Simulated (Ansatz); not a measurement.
# Si, space group P6_3/mmc: a check of PAW against all-electron LAPW

With Ansatz 0.2.0 through its Python package.

Typed at the interpreter:
```pycon
>>> from dataclasses import dataclass
>>> import ansatz as az
>>> import numpy as np
>>> from pymatgen.core import Lattice, Structure
>>> from pymatgen.io.ase import AseAtomsAdaptor
>>> @dataclass(frozen=True)
... class Options:
...     kgrid: tuple[int, ...] = (14, 14, 7)
...     xc: str = 'PBE'
...     smearing: str = 'fermi_dirac'
...     smearing_width: float = 0.15
...
>>> opts = Options()
>>> def count_gap(report):
...     # lowest empty less highest filled band, counting bands; zero where they overlap
...     return max(report.get('gap_by_band_count_ev') or 0.0, 0.0)
...
>>> pmg_structure = Structure(
...     Lattice([[2.444, 0.0, 0.0], [-1.222, 2.116566, 0.0], [0.0, 0.0, 4.152]]),
...     ['Si', 'Si'],
...     [
...         [1 / 3, 2 / 3, 0.25],
...         [2 / 3, 1 / 3, 0.75],
...     ],
... )
>>> si = az.Crystal.from_ase(AseAtomsAdaptor.get_atoms(pmg_structure))
>>> [site.symbol for site in si.resolved().sites]
['Si', 'Si']
>>> model = si.calculation()
>>> model = model.kpoints(*opts.kgrid)
>>> model = model.functional(opts.xc)
>>> model = model.occupations(opts.smearing, width=opts.smearing_width).stress()
>>> model = model.forces().band_table()
>>> variants = {
...     'PAW': model.pseudopotentials('paw'),
...     'LAPW': model.pseudopotentials('all_electron', lapw=True),
... }
>>> # totals differ by the cores that each treatment holds, so compare what does not depend on them
>>> rows = []
>>> for label, variant in variants.items():
...     report = variant.run(threads=1).report
...     levels = np.array(report['eigenvalues_ev'][0]) - report['fermi_energy_ev']
...     print(label, 'levels at the first k-point near E_F:', np.round(levels[np.abs(levels) < 5], 3))
...     rows.append((label, report['n_electrons'], np.trace(report['stress_gpa']) / 3, count_gap(report)))
...
DeckWarning: basis.ecutwfc = 420 eV, auto-derived from the records' recommended cutoffs: set by Si (normal level)
PAW levels at the first k-point near E_F: []
LAPW levels at the first k-point near E_F: []
>>> lines = [','.join(['treatment', 'electrons in bands', 'P GPa', 'gap by band count eV'])] + [','.join(f'{v:.4f}' if isinstance(v, float) else str(v) for v in row) for row in rows]
>>> print('\n'.join(lines))
treatment,electrons in bands,P GPa,gap by band count eV
PAW,8.0000,49.5634,0.0000
LAPW,24.0000,49.5982,0.0000
>>> with open('paw_lapw.csv', 'w') as handle:
...     handle.write('\n'.join(lines) + '\n')
...
110
```

PAW gives 49.563 GPa and LAPW 49.598 GPa, 0.035 GPa apart. They took 0.9 and 6.1 s of processor time.

Caveats:
- The computed bands are complete only to about 3.1 eV above the Fermi level.
- For a metal this k-point mesh is coarse: on a finer one energies can move by several to tens of meV an atom and pressures by half a GPa or more, differences at one mesh by less.
- The smearing is wide enough that free energy and stress hold a thermal part of the electrons.
- A gap by band count of zero or less means overlapping bands, a metal.
- At these settings the cell as given stands under about 50 GPa, so it isn't at this functional's equilibrium volume and may be a high-pressure phase.
- This isn't the structure that Si takes at ambient conditions.
- Levels are Kohn-Sham eigenvalues on this mesh.
- Warnings are shown shortened and without file and line.
- Pressure is positive in compression; the treatments may keep other shells as core, so totals and counts of electrons can differ.
- Hardware and time: 7.8 s on 1 thread of Arm Neoverse V2 (shared host), peak memory 0.49 GiB.
